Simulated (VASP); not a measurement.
Runs of VASP 6.6.1 on NaI. It takes space group Fm-3m (No. 225, cubic). Conventional cell: a = 6.473 Å, b = 6.473 Å, c = 6.473 Å, α = 90.00°, β = 90.00°, γ = 90.00°. Na (site symmetry m-3m) is surrounded by 6 I at 3.24 Å. I (site symmetry m-3m) has 6 Na at 3.24 Å as nearest neighbours. 

| level | potentials or basis | k mesh | cutoff (eV) | mesh quality | gap on the mesh (eV) | pressure (GPa) | relaxed volume (Å³/atom) |
| --- | --- | --- | --- | --- | --- | --- | --- |
| LDA | VASP PAW LDA potentials, release 64 (Na_pv, I) | 8 × 8 × 8 | 600 | not flagged | 3.63 | 0.0 | (c) |
| r2SCAN | VASP PAW PBE potentials, release 64 (Na_pv, I) | 8 × 8 × 8 | 600 | not flagged | 4.48 | 0.0 | 33.48 |
| PBE | VASP PAW PBE potentials, release 64 (Na_pv, I) | 8 × 8 × 8 | 600 | not flagged | 3.57 | 0.0 | 34.79 |
| PBE+D3(BJ) | VASP PAW PBE potentials, release 64 (Na_pv, I) | 8 × 8 × 8 | 600 | not flagged | (a) | 0.0 | 32.21 |
| PBEsol | VASP PAW PBE potentials, release 64 (Na_pv, I) | 8 × 8 × 8 | 600 | not flagged | (b) | 0.0 | 32.94 |
| PBE | VASP PAW PBE potentials, release 64 (Na, I) | 4 × 4 × 4 | 300 | coarse | 3.59 | 0.0 | 34.49 |

Alike in all rows: task relaxation of cell and atoms; no spin polarisation; cell relaxed; smearing gaussian 0.03 eV.

Question: Fill in the values left out.

Answer: (a) 3.79; (b) 3.58; (c) 30.68.

Caveats: some runs use coarse meshes; spin-orbit coupling is left out, which moves the levels of the heavy elements; the PAW data sets were made with another functional, which shifts forces and pressure a little (some runs).

A k mesh can miss the band edges, and the runs leave out spin-orbit coupling on I.

Not every run made on this cell is shown here.
